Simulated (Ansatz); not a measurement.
# SnO2 (Cassiterite): the cost of one run

Method: DFT, levels as named, plane waves, PAW, in Ansatz 0.2.0.

## Step 1: The structure to begin with

It takes space group P4_2/mnm (No. 136, tetragonal). Conventional cell: a = 4.738 Å, b = 4.738 Å, c = 3.187 Å, α = 90.00°, β = 90.00°, γ = 90.00°. Sn (site symmetry mmm) is surrounded by 6 O at 2.05 to 2.06 Å. O (site symmetry m2m) is surrounded by 3 Sn at 2.05 to 2.06 Å.

Structure file:

```cif
data_structure
_symmetry_space_group_name_H-M 'P4_2/mnm'
_symmetry_Int_Tables_number 136
_cell_length_a 4.7380
_cell_length_b 4.7380
_cell_length_c 3.1865
_cell_angle_alpha 90.000
_cell_angle_beta 90.000
_cell_angle_gamma 90.000
_cell_volume 71.53
loop_
_atom_site_label
_atom_site_type_symbol
_atom_site_symmetry_multiplicity
_atom_site_Wyckoff_symbol
_atom_site_fract_x
_atom_site_fract_y
_atom_site_fract_z
_atom_site_occupancy
Sn1 Sn 2 a 0.00000 0.00000 0.00000 1
O1 O 4 f 0.30710 0.30710 0.00000 1
```

## Step 2: Relaxation with PBE

Input file input.yaml:

```yaml
crystal:
  lattice:
    - [4.738, 0.0, 0.0]
    - [0.0, 4.738, 0.0]
    - [0.0, 0.0, 3.1865]
  atoms:
    - { symbol: Sn, position: [0.0, 0.0, 0.0] }
    - { symbol: Sn, position: [0.5, 0.5, 0.5] }
    - { symbol: O, position: [0.3071, 0.3071, 0.0] }
    - { symbol: O, position: [0.1929, 0.8071, 0.5] }
    - { symbol: O, position: [0.6929, 0.6929, 0.0] }
    - { symbol: O, position: [0.8071, 0.1929, 0.5] }
  symmetry: { tolerance: 0.0003 }
hamiltonian:
  xc: pbe
  pseudopotentials: { kind: paw, azcp: { folder: soft_1 } }
basis:
  ecutwfc: 420
magnetization:
  spin_polarized: false
scf:
  occupations: { method: fermi_dirac, width: 0.02 }
kpoints:
  mp_grid: { grid: [6, 6, 8], shift: [0, 0, 0] }
output:
  forces: true
  stress: true
  eigenvalues: true
relax:
  max_steps: 60
  cell: {}
```

Run with:

```
$ ansatz run input.yaml --threads 2 --pin off --max-ram 5632MiB --backend cpu --events-out ev --progress --plain --runs-dir out
```

Q: Estimate wall time and peak memory on 2 threads of Arm Neoverse V2, shared host.

About 19 s, with a peak of 0.4 GiB.
